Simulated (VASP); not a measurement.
SnSe, 12 atoms in the cell. The cell holds a slab with vacuum, 12 atoms: a = 4.200 Å, b = 4.451 Å, c = 29.682 Å, α = 90.00°, β = 90.00°, γ = 90.00°. 

| Quantity | Value |
| --- | --- |
| Program | VASP 6.6.1 |
| Task | relaxation of the atoms |
| Functional | rev-vdW-DF2 |
| Potentials or basis | VASP PAW PBE potentials, release 64 (Sn_d, Se) |
| Cutoff | 520 eV |
| k mesh | 6 × 6 × 1 |
| Occupations | gaussian, width 0.03 eV |
| Spin | no spin polarisation |
| Dipole correction | yes |
| Further INCAR settings | ALGO = Normal; EDIFF = 1e-06; IBRION = 2; EDIFFG = -0.02; NSW = 80 |

Potentials or basis: VASP PAW PBE potentials, release 64 (Sn_d, Se).

The run is started by

```console
$ cat potpaw_PBE.64/Sn_d/POTCAR potpaw_PBE.64/Se/POTCAR > POTCAR
$ mpirun -np 4 vasp_std > vasp.out
```

Hardware: 4 MPI ranks on Intel(R) Xeon(R) 6975P-C (Granite Rapids) (shared host).

Task: Estimate the wall time of this run.

Result: It took 59 min on 4 MPI ranks on Intel(R) Xeon(R) 6975P-C (Granite Rapids), on a shared host, peak memory 2 GiB a rank. Counts: scf iterations 90, k points 16, ion steps 12.
